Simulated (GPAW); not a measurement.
## WS2: dielectric tensor with PBEsol

Slab: WS2, a slab with vacuum.

```
CELL_PARAMETERS angstrom
3.18352 0.00000 0.00000
-1.59176 2.75701 0.00000
0.00000 0.00000 16.95058
ATOMIC_POSITIONS crystal
W 0.00000 0.00000 0.00000
S 0.33333 0.66667 0.09200
S 0.33333 0.66667 0.90800
```

```json
{
 "Program": "GPAW 26.7.0",
 "Task": "dielectric tensor",
 "Functional": "PBEsol",
 "Potentials or basis": "PAW data sets generated in the run's folder for this functional",
 "Cutoff": "450 eV",
 "Basis": "pw",
 "k mesh": "8 × 8 × 2",
 "Occupations": "fermi-dirac, width 0.001 eV",
 "Spin": "no spin polarisation",
 "Response ecut": "80 eV",
 "Maxiter": "150",
 "Response k mesh": "21 × 21 × 4",
 "Response bands": "43",
 "Kernels": "[\"RPA\", \"LR0.1\", \"ALDA_X\"]",
 "Coarser k mesh": "15 × 15 × 3"
}
```

* Band gap on the k mesh: 2.05 eV, indirect (least direct gap 2.24 eV)
* Electronic dielectric tensor (diagonal): 5.09, 5.09, 1.38

Electronic dielectric tensor:
```
5.09 0.00 0.00
0.00 5.09 0.00
0.00 0.00 1.38
```

Run time: 15 min on 1 thread of Arm Neoverse V1 (shared host), peak memory 3.1 GiB.

Caveat: the long-wavelength limit can be off by several per cent where d states take part; spin-orbit coupling is left out, which moves the levels of the heavy elements. PBEsol gaps usually lie below the measured ones, often by a third to a half.
